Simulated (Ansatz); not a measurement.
# CdO (Monteponite): band edges up the ladder

One table from this session's results is given with a row withheld; the runs are named, their logs left out.

Method: DFT PBEsol, scalar-relativistic, plane waves, PAW, in Ansatz 0.2.0.

That is the level of the relaxation; later steps name their own.

1 further run of the same task is left out (set aside as unsound or not needed).

## The starting structure

Symmetry: Fm-3m, No. 225, cubic system. Conventional cell: a = 4.691 Å, b = 4.691 Å, c = 4.691 Å, α = 90.00°, β = 90.00°, γ = 90.00°. Around Cd (site symmetry m-3m) lie 6 O at 2.35 Å. O (site symmetry m-3m) is surrounded by 6 Cd at 2.35 Å.

Structure file:

```
Cd O
1.0
     0.00000    2.34534    2.34534
     2.34534    0.00000    2.34534
     2.34534    2.34534    0.00000
Cd O
1 1
Cartesian
  0.0000 0.0000 0.0000
  2.3453 2.3453 2.3453
```

It is the result of an earlier relaxation at this level (volume 12.90 Å³/atom; gap on the mesh: none (metal)).

Set-up of the first run:

The input, input.yaml:

```yaml
crystal:
  lattice:
    - [0.0, 2.3453409452, 2.3453409452]
    - [2.3453409452, 0.0, 2.3453409452]
    - [2.3453409452, 2.3453409452, 0.0]
  atoms:
    - { symbol: Cd, position: [0.0, 0.0, 0.0] }
    - { symbol: O, position: [0.5, 0.5, 0.5] }
basis:
  ecutwfc: 250
kpoints:
  mp_grid: { grid: [4, 4, 4] }
  band_path:
    path:
      - [0.0, 0.0, 0.0]
      - [0.5, 0.0, 0.5]
      - [0.625, 0.25, 0.625]
      - [0.375, 0.375, 0.75]
      - [0.5, 0.5, 0.5]
      - [0.5, 0.25, 0.75]
      - [0.0, 0.0, -0.5]
    npoints: 1
hamiltonian:
  xc: pbesol
scf:
  occupations: { method: gaussian, width: 0.1 }
  n_extra_bands: 4
output:
  forces: true
  stress: true
  eigenvalues: true
```

Command:

```
$ ansatz run input.yaml --threads 2 --pin off --max-ram 5120MiB --backend cpu --events-out ev --progress --plain --runs-dir out
```

Steps of the session up to this table: Levels with PBEsol, 250 eV and coarse mesh; Levels with LDA; Levels with PBE0; Levels with Hartree-Fock.

One of the session's tables, all rows but one given; the rest of the session is left out.

| level | gap (eV) | least direct gap (eV) |
| --- | --- | --- |
| PBEsol, 250 eV and coarse mesh | 0.00 | 0.89 |
| LDA | 0.00 | 0.92 |
| PBE0 | ? | ? |
| Hartree-Fock | 9.23 | 10.74 |

**Question.** Estimate the row for PBE0.

**Answer.** gap (eV): 1.60; least direct gap (eV): 3.00. In the column «gap (eV)» it lies between LDA (0.00) and Hartree-Fock (9.23).

Gaps are by band count over the mesh and the named points; a gap of 0 means that the bands overlap or touch.

Caveats from the session: The settings are coarse, so take the values as rough. Spin polarisation is off in the runs that give these values; a magnetic solution could lie lower. Warnings in the runs' records: cutoff below recommended.
